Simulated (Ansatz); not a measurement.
# SiNi: pressure against volume

The task here is to estimate one member of a computed series from the others.

Computed with Ansatz 0.2.0 (DFT PBE, scalar-relativistic, unless a step's input says otherwise).

## The structure to begin with

Symmetry: Pmmn, No. 59, orthorhombic system. Conventional cell: a = 3.027 Å, b = 3.274 Å, c = 4.698 Å, α = 90.00°, β = 90.00°, γ = 90.00°. Si (site symmetry mm2) is surrounded by 6 Ni at 2.34 to 2.40 Å and 4 Si at 2.68 Å. Around Ni (site symmetry mm2) lie 6 Si at 2.34 to 2.40 Å and 4 Ni at 2.67 Å.

Structure file:

```
CELL_PARAMETERS angstrom
3.02662 0.00000 0.00000
0.00000 3.27350 0.00000
0.00000 0.00000 4.69776
ATOMIC_POSITIONS crystal
Si 0.50000 0.50000 0.84230
Si 0.00000 0.00000 0.15770
Ni 0.50000 0.50000 0.34422
Ni 0.00000 0.00000 0.65578
```

Atoms are numbered in the order of the input: Si1, Si2, Ni3, Ni4.

Set-up of the first run:

input.yaml

```yaml
crystal:
  lattice:
    - [2.9857147154, 0.0, 0.0]
    - [0.0, 3.2292580901, 0.0]
    - [0.0, 0.0, 4.6342689737]
  atoms:
    - { symbol: Si, position: [0.5, 0.5, 0.8423] }
    - { symbol: Si, position: [0.0, 0.0, 0.1577] }
    - { symbol: Ni, position: [0.5, 0.5, 0.34422], spin: 1.5 }
    - { symbol: Ni, position: [0.0, 0.0, 0.65578], spin: 1.5 }
magnetization:
  spin_polarized: true
kpoints:
  mp_grid: { grid: [11, 10, 7] }
  band_path:
    path:
      - [0.0, 0.0, 0.0]
      - [0.5, 0.0, 0.0]
      - [0.5, 0.5, 0.0]
      - [0.0, 0.5, 0.0]
      - [0.0, 0.0, 0.0]
      - [0.0, 0.0, 0.5]
      - [0.5, 0.0, 0.5]
      - [0.5, 0.5, 0.5]
      - [0.0, 0.5, 0.5]
    npoints: 5
scf:
  occupations: { method: fermi_dirac, width: 0.05 }
hamiltonian:
  xc: pbe
  pseudopotentials: { kind: all_electron, lapw: { basis_error: 0.001 } }
output:
  forces: true
  stress: true
  eigenvalues: true
```

The run is started by

```bash
ansatz run input.yaml --threads 1 --pin off --max-ram 6144MiB --backend cpu --events-out ev --progress --plain --runs-dir out
```

Among the steps run: Volume × 0.96, LAPW; Volume × 0.96, PAW; Volume × 0.96, crystal datasets; Volume × 0.99, LAPW; Volume × 0.99, PAW; Volume × 0.99, crystal datasets; Volume × 1.02, LAPW; Volume × 1.02, PAW; Volume × 1.02, crystal datasets; Volume × 1.06, LAPW; Volume × 1.06, PAW; Volume × 1.06, crystal datasets.

One of the session's tables, all rows but one given; the rest of the session is left out.

| method | volume (Å³/atom) | largest force (eV/Å) |
| --- | --- | --- |
| LAPW | 11.170 | 0.184 |
| LAPW | 11.520 | 0.110 |
| LAPW | 11.869 | 0.171 |
| LAPW | 12.334 | 0.246 |
| PAW | 11.170 | 0.185 |
| PAW | 11.520 | 0.111 |
| PAW | 11.869 | 0.174 |
| PAW | 12.334 | ? |
| crystal datasets | 11.170 | 0.185 |
| crystal datasets | 11.520 | 0.110 |
| crystal datasets | 11.869 | 0.171 |
| crystal datasets | 12.334 | 0.247 |

Estimate the missing values for PAW, 12.334.

As computed: largest force (eV/Å): 0.249. In the column «largest force (eV/Å)» it is the highest.

To keep in mind: Shape and positions are held, so a fully relaxed modulus can be lower. Warnings in the runs' records: seeded moment not kept, crystal datasets made.
